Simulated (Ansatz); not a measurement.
# SrVO$_{3}$: strain energy, fitted

SrVO$_{3}$, Pm-3m, a = 3.859 Å. The structure is a COD entry; whether it is the stable form wasn't checked. Ansatz: PBE, PAW, 420 eV, Γ-centred 10×10×10 mesh on 5 atoms, Gaussian smearing 0.10 eV; collinear spin, largest moment 0.3 μB. Series: biaxial strain in the a-b plane, c and atoms relaxed; x is the strain in per cent. y is the free energy over the unstrained cell, V0 = 11.492 Å³/atom.

| x (%) | y (meV/atom) |
| --- | --- |
| -6.0 | ? |
| -4.0 | 45.84 |
| -2.0 | 10.67 |
| 0.0 | 0.00 |
| 2.0 | 9.41 |
| 4.0 | 35.17 |
| 6.0 | 74.00 |

Task: Fit y = c2 x² + c3 x³ to the other rows, turn c2 into a modulus, and predict the missing energy.

Result: Least squares on the rows shown. y = 2.5369 x² − 0.080690 x³. In eV per unit strain² c2 is 25.37; M is the biaxial modulus (E = M V0 ε²): 25.37 × 160.2 / (11.492) = 354 GPa. At x = -6.0 the fit asked for gives 108.76 meV/atom. The run gave 111.00 meV/atom, so the fit is 2.24 meV/atom too low, 2 % of the span of the series, against an rms of 0.15 meV/atom on the fitted rows. The row lies outside the fitted range. With a term in x⁴ added, a fit to the same known rows predicts 110.02 meV/atom, which recovers part of the miss; the known rows don't hold the rest. The records add, with no proof that it causes the miss: the largest moment runs from 0.00 to 0.34 μB along the series.

Moments started parallel, and an antiferromagnetic order may lie lower.

Symmetry holds off the tilts and polar distortions that many cubic perovskites undergo.